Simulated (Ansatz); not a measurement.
## Residual resistivity of an alloy: Ta(100) with 4 layers of random Ta-Al, 2x2

Wanted: resistance against the alloy's length, first Ta(100) with 4 layers of random Ta-Al, 2x2.

Program: Ansatz 0.2.0. Level of theory: Ansatz plane-wave DFT, PBE, PAW files; ballistic transport by layer matching (Landauer), zero bias; PAW set soft_1. Results are calculated unless marked as measured.

Report form: the programs' logs are mostly left out.

## (1) Set-up

The cell holds 56 atoms: 54 Ta and 2 Al. Cell: a = 6.605 Å, b = 6.605 Å, c = 23.118 Å, α = 90.0°, β = 90.0°, γ = 90.0°. It derives from Ta. Regions: lead, 40 atoms (40 Ta); scattering region, 16 atoms (14 Ta and 2 Al). The structure is stacked along c, and the current runs across the ab planes.

## (2) With 4 alloy layers

In 4 layers a share of 0.125 of the sites is given to Al at random. The layers about the cell's end stay perfect and serve as the lead. Energies from -0.05 to 0.05 eV in steps of 0.05 eV are too few for the program's thermal sum, so it prints no conductance; for a metal the transmission near the Fermi level serves, at a fraction of the cost.

Contents of input.yaml:

```yaml
crystal:
  lattice:
    - [6.60512, 0.0, 0.0]
    - [0.0, 6.60512, 0.0]
    - [0.0, 0.0, 23.11792]
  atoms:
    - { symbol: Ta, position: [0.0, 0.0, 0.0357142857] }
    - { symbol: Ta, position: [0.0, 0.5, 0.0357142857] }
    - { symbol: Ta, position: [0.5, 0.0, 0.0357142857] }
    - { symbol: Ta, position: [0.5, 0.5, 0.0357142857] }
    - { symbol: Ta, position: [0.25, 0.25, 0.1071428571] }
    - { symbol: Ta, position: [0.25, 0.75, 0.1071428571] }
    - { symbol: Ta, position: [0.75, 0.25, 0.1071428571] }
    - { symbol: Ta, position: [0.75, 0.75, 0.1071428571] }
[... 44 atom lines left out ...]
    - { symbol: Ta, position: [0.25, 0.25, 0.9642857143] }
    - { symbol: Ta, position: [0.25, 0.75, 0.9642857143] }
    - { symbol: Ta, position: [0.75, 0.25, 0.9642857143] }
    - { symbol: Ta, position: [0.75, 0.75, 0.9642857143] }
kpoints:
  mp_grid: { grid: [4, 4, 1] }
hamiltonian:
  xc: pbe
  pseudopotentials: { kind: paw, azcp: { folder: soft_1 } }
scf:
  occupations: { method: fermi_dirac, width: 0.1 }
output:
  transmission: { leads: [[0, 4]], kmesh: [8, 8], e_range: [-0.05, 0.05], de: 0.05 }
  write_potential: true
  write_density: true
  volumetric_format: npy
```

Started as:

```
$ ansatz run input.yaml --threads 4 --pin off --max-ram 15360MiB --backend cpu --events-out ev --progress --plain --runs-dir out
```

Run time: 8.2 min. Hardware: 4 threads of Arm Neoverse V1, shared host; peak memory 7.5 GiB.

This step gave:

```
free energy                                    : -537471.1275 eV
energy at zero smearing                        : -537470.0300 eV
Fermi energy                                   : 18.13 eV
cell area                                      : 43.63 Å²
transmission per spin nearest the Fermi level  : 5.163
open channels per spin nearest the Fermi level : 10.48
step of the lead's potential                   : 11.4 meV
```

Per spin. Transmission, zone mean against energy, zero at the Fermi level:

```tsv
energy (eV)	transmission, zone mean
-0.0500	5.39
0.0000	5.16
0.0500	4.70
```

Per spin. Open channels, zone mean, lead against energy, zero at the Fermi level:

```tsv
energy (eV)	open channels, zone mean, lead
-0.0500	10.3
0.0000	10.5
0.0500	9.86
```

Transmission over k1 and k2. At 0.0000 eV from the Fermi level.

Values, 8 rows by 8 columns:
```
2.55 2.72 4.49 5.21 5.67 5.21 4.49 2.72
3.68 4.49 6.70 7.06 7.22 7.06 6.70 4.49
4.40 5.21 7.06 6.12 5.71 6.12 7.06 5.21
4.69 5.67 7.22 5.71 5.64 5.71 7.22 5.67
4.40 5.21 7.06 6.12 5.71 6.12 7.06 5.21
3.68 4.49 6.70 7.06 7.22 7.06 6.70 4.49
2.55 2.72 4.49 5.21 5.67 5.21 4.49 2.72
2.19 2.55 3.68 4.40 4.69 4.40 3.68 2.55
```
Columns: k1 (b1) from -0.5 to 0.375; rows upwards: k2 (b2) from -0.5 to 0.375.

Open channels over k1 and k2. At 0.0000 eV from the Fermi level.

Values, 8 rows by 8 columns:
```
 6.0  4.0  9.0 12.0 12.0 12.0  9.0  4.0
 8.0  9.0 13.0 14.0 14.0 14.0 13.0  9.0
10.0 12.0 14.0 11.0 11.0 11.0 14.0 12.0
10.0 12.0 14.0 11.0 11.0 11.0 14.0 12.0
10.0 12.0 14.0 11.0 11.0 11.0 14.0 12.0
 8.0  9.0 13.0 14.0 14.0 14.0 13.0  9.0
 6.0  4.0  9.0 12.0 12.0 12.0  9.0  4.0
 4.0  6.0  8.0 10.0 10.0 10.0  8.0  6.0
```
Columns: k1 (b1) from -0.5 to 0.375; rows upwards: k2 (b2) from -0.5 to 0.375.

Over the solved energies the transmission per spin lies between 4.70 and 5.39, out of 10.2 channels of the lead on average (up to 10.5).

## (3) With 8 alloy layers

In 8 layers a share of 0.125 of the sites is given to Al at random. A fresh draw is used; the growth of the resistance with length is what counts.

System of this step: Ta(100) with 8 layers of random Ta-Al, 2x2. The cell holds 72 atoms: 68 Ta and 4 Al. Cell: a = 6.605 Å, b = 6.605 Å, c = 29.723 Å, α = 90.0°, β = 90.0°, γ = 90.0°. It derives from Ta. Regions: lead, 40 atoms (40 Ta); scattering region, 32 atoms (28 Ta and 4 Al). The structure is stacked along c, and the current runs across the ab planes.

Contents of input.yaml:

```yaml
crystal:
  lattice:
    - [6.60512, 0.0, 0.0]
    - [0.0, 6.60512, 0.0]
    - [0.0, 0.0, 29.72304]
  atoms:
    - { symbol: Ta, position: [0.0, 0.0, 0.0277777778] }
    - { symbol: Ta, position: [0.0, 0.5, 0.0277777778] }
    - { symbol: Ta, position: [0.5, 0.0, 0.0277777778] }
    - { symbol: Ta, position: [0.5, 0.5, 0.0277777778] }
    - { symbol: Ta, position: [0.25, 0.25, 0.0833333333] }
    - { symbol: Ta, position: [0.25, 0.75, 0.0833333333] }
    - { symbol: Ta, position: [0.75, 0.25, 0.0833333333] }
    - { symbol: Ta, position: [0.75, 0.75, 0.0833333333] }
[... 60 atom lines left out ...]
    - { symbol: Ta, position: [0.25, 0.25, 0.9722222222] }
    - { symbol: Ta, position: [0.25, 0.75, 0.9722222222] }
    - { symbol: Ta, position: [0.75, 0.25, 0.9722222222] }
    - { symbol: Ta, position: [0.75, 0.75, 0.9722222222] }
kpoints:
  mp_grid: { grid: [4, 4, 1] }
hamiltonian:
  xc: pbe
  pseudopotentials: { kind: paw, azcp: { folder: soft_1 } }
scf:
  occupations: { method: fermi_dirac, width: 0.1 }
output:
  transmission: { leads: [[0, 4]], kmesh: [8, 8], e_range: [-0.05, 0.05], de: 0.05 }
  write_potential: true
  write_density: true
  volumetric_format: npy
```

Wall time 29 min (4 threads); peak memory 8.3 GiB.

This step gave:

```yaml
free_energy: -677612.0921 eV
energy_at_zero_smearing: -677610.6597 eV
fermi_energy: 17.90 eV
transmission_per_spin_nearest_the_fermi_level: 3.745
step_of_the_lead_s_potential: 6.5 meV
```

Per spin. Transmission, zone mean against energy, zero at the Fermi level:

```tsv
energy (eV)	transmission, zone mean
-0.0500	3.84
0.0000	3.75
0.0500	3.53
```

Over the solved energies the transmission per spin lies between 3.53 and 3.84, out of 10.3 channels of the lead on average (up to 10.5).

## (4) With 12 alloy layers

In 12 layers a share of 0.125 of the sites is given to Al at random. A fresh draw is used; the growth of the resistance with length is what counts.

System of this step: Ta(100) with 12 layers of random Ta-Al, 2x2. The cell holds 88 atoms: 82 Ta and 6 Al. Its edges and angles: a = 6.605 Å, b = 6.605 Å, c = 36.328 Å, α = 90.0°, β = 90.0°, γ = 90.0°. It derives from Ta. Regions: lead, 40 atoms (40 Ta); scattering region, 48 atoms (42 Ta and 6 Al). The structure is stacked along c, and the current runs across the ab planes.

Contents of input.yaml:

```yaml
crystal:
  lattice:
    - [6.60512, 0.0, 0.0]
    - [0.0, 6.60512, 0.0]
    - [0.0, 0.0, 36.32816]
  atoms:
    - { symbol: Ta, position: [0.0, 0.0, 0.0227272727] }
    - { symbol: Ta, position: [0.0, 0.5, 0.0227272727] }
    - { symbol: Ta, position: [0.5, 0.0, 0.0227272727] }
    - { symbol: Ta, position: [0.5, 0.5, 0.0227272727] }
    - { symbol: Ta, position: [0.25, 0.25, 0.0681818182] }
    - { symbol: Ta, position: [0.25, 0.75, 0.0681818182] }
    - { symbol: Ta, position: [0.75, 0.25, 0.0681818182] }
    - { symbol: Ta, position: [0.75, 0.75, 0.0681818182] }
[... 76 atom lines left out ...]
    - { symbol: Ta, position: [0.25, 0.25, 0.9772727273] }
    - { symbol: Ta, position: [0.25, 0.75, 0.9772727273] }
    - { symbol: Ta, position: [0.75, 0.25, 0.9772727273] }
    - { symbol: Ta, position: [0.75, 0.75, 0.9772727273] }
kpoints:
  mp_grid: { grid: [4, 4, 1] }
hamiltonian:
  xc: pbe
  pseudopotentials: { kind: paw, azcp: { folder: soft_1 } }
scf:
  occupations: { method: fermi_dirac, width: 0.1 }
output:
  transmission: { leads: [[0, 4]], kmesh: [8, 8], e_range: [-0.05, 0.05], de: 0.05 }
  write_potential: true
  write_density: true
  volumetric_format: npy
```

Run time: 38 min. Hardware: 4 threads; peak memory 8.3 GiB; 2.2 h of CPU time.

This step gave:

```
free energy                                   : -817753.2661 eV
energy at zero smearing                       : -817751.5384 eV
Fermi energy                                  : 17.74 eV
transmission per spin nearest the Fermi level : 3.169
step of the lead's potential                  : 3.3 meV
```

Per spin. Table of transmission, zone mean by energy, zero at the Fermi level:

```tsv
energy (eV)	transmission, zone mean
-0.0500	3.25
0.0000	3.17
0.0500	3.04
```

Over the solved energies the transmission per spin lies between 3.04 and 3.25, out of 10.2 channels of the lead on average (up to 10.5).

## (5) Resistance against length

This step: Ansatz plane-wave DFT, PBE, PAW files; ballistic transport by layer matching (Landauer), zero bias; residual resistivity from the slope of the area resistance, atoms on the host's lattice; PAW set soft_1 (Ansatz 0.2.0).

Numbers from this step:

| Quantity | Value |
| --- | --- |
| resistivity | 51.47 µΩ cm |
| intercept | 0.2424 fΩ m² |
| scatter about the fit | 0.03714 fΩ m² |

Resistance, by row:

```tsv
run	length (Å)	T	channels N	RA (fΩ m²)
n4	6.605	5.084	10.21	0.5561
n8	13.21	3.706	10.34	0.9749
n12	19.82	3.15	10.21	1.236
```

Area resistance against length of the alloy:

```tsv
length of the alloy (Å)	area resistance (fΩ m²)
6.61	0.556
13.21	0.975
19.82	1.24
```

The area resistance goes from 0.56 to 1.2 fΩ m² between 6.6 and 19.8 Å, a slope of 51 µΩ cm.

By hand from the end points: (1.236 − 0.5561) fΩ m² / (19.82 − 6.61) Å = 51 µΩ cm, since 1 fΩ m² per Å is 1000 µΩ cm.

## (6) What came out

| Property | Result |
| --- | --- |
| resistivity from the slope | 51.5 µΩ cm |
| area resistance over 6.61 Å | 0.556 fΩ m² |
| area resistance over 13.2 Å | 0.975 fΩ m² |
| area resistance over 19.8 Å | 1.24 fΩ m² |

What this shows: The slope gives 51 µΩ cm. The points scatter by 0.037 fΩ m² about the line, with one random draw a length in a 2x2 cell, so the slope is a rough value. The lead's own channel count moves between the runs (10.2, 10.3 and 10.2), which shifts RA and the slope too. Read with a model of isotropic scattering on a spherical Fermi surface and the lead's 1.8×10¹⁵ S/m², this slope means a mean free path near 8.1 Å; over these lengths the model's slope is within 3 % of its bulk resistivity. The draw over the shortest length came out nearly ordered, with 32 symmetry operations, so that point is a poor sample of a random alloy. The atoms sit on the host's lattice, so scattering by size misfit is left out. Spin-orbit coupling is left out, which matters for Ta.

[Logs are printed without paths, hosts, clocks, repeated set-up lines and the standing remarks that a program may print on its own settings, such as how far it seeks lower states.]

[Hosts, paths, dates, database ids (printed as entryN), source tags and the programs' standing remarks are cut or masked in the printed files.]
